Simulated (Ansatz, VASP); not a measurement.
## Two plane-wave programs on AlP

INCAR

```
SYSTEM = AlP
ALGO = Normal
EDIFF = 1E-6
EDIFFG = -0.01
ENCUT = 600
GGA = PE
IBRION = 2
ISIF = 3
ISMEAR = 0
IVDW = 12
LASPH = .True.
LCHARG = .False.
LREAL = .False.
LWAVE = .False.
NELM = 80
NSW = 100
PREC = Accurate
SIGMA = 0.02
```

File KPOINTS:

```
k-points
0
Gamma
  8 8 8
  0 0 0
```

The input POSCAR:

```
AlP
1.0
    0.0000000000      2.7364838100      2.7364838100
    2.7364838100      0.0000000000      2.7364838100
    2.7364838100      2.7364838100      0.0000000000
Al P
1 1
Direct
    0.0000000000      0.0000000000      0.0000000000
    0.7500000000      0.7500000000      0.7500000000
```

Input for Ansatz:

```yaml
crystal:
  lattice:
    - [0.0, 2.73648381, 2.73648381]
    - [2.73648381, 0.0, 2.73648381]
    - [2.73648381, 2.73648381, 0.0]
  atoms:
    - { symbol: Al, position: [0.0, 0.0, 0.0] }
    - { symbol: P, position: [0.75, 0.75, 0.75] }
basis:
  ecutwfc: 420
kpoints:
  mp_grid: { grid: [8, 8, 8] }
hamiltonian:
  xc: pbe
  dispersion: d3bj
scf:
  occupations: { method: gaussian, width: 0.02 }
output:
  forces: true
  stress: true
  eigenvalues: true
  write_density: true
  write_potential: true
  elf: true
  volumetric_format: npy
relax:
  adjacent_minimum: "off"
  f_tol: 0.01
  max_steps: 80
  cell: { stress_tol: 0.05 }
```

Alike in both runs: task relaxation of cell and atoms; functional PBE; dispersion D3(BJ); k mesh 8 × 8 × 8; occupations gaussian, width 0.02 eV; no spin polarisation.

|  | VASP | Ansatz |
| --- | --- | --- |
| version | VASP 6.6.1 | Ansatz 0.2.0 |
| potentials or method | VASP PAW PBE potentials, release 64 (Al, P) | scalar-relativistic, plane waves, PAW |
| plane-wave cutoff (eV) | 600 | 420 |
| valence electrons in the cell | 8 | 8 |

|  | VASP | Ansatz | Ansatz less VASP |
| --- | --- | --- | --- |
| gap on the k mesh at the Fermi level, each at its own relaxed structure (eV) | 1.57 | 1.57 | +0.004 |
| relaxed volume (Å³/atom) | 20.24 | 20.26 | +0.022 |
| relaxed cell length with the largest relative difference (Å) | 3.854 | 3.855 | +0.0014 |

A k mesh can miss the band edges. Expect the measured gap to be larger: semilocal functionals such as PBE lack the derivative discontinuity.
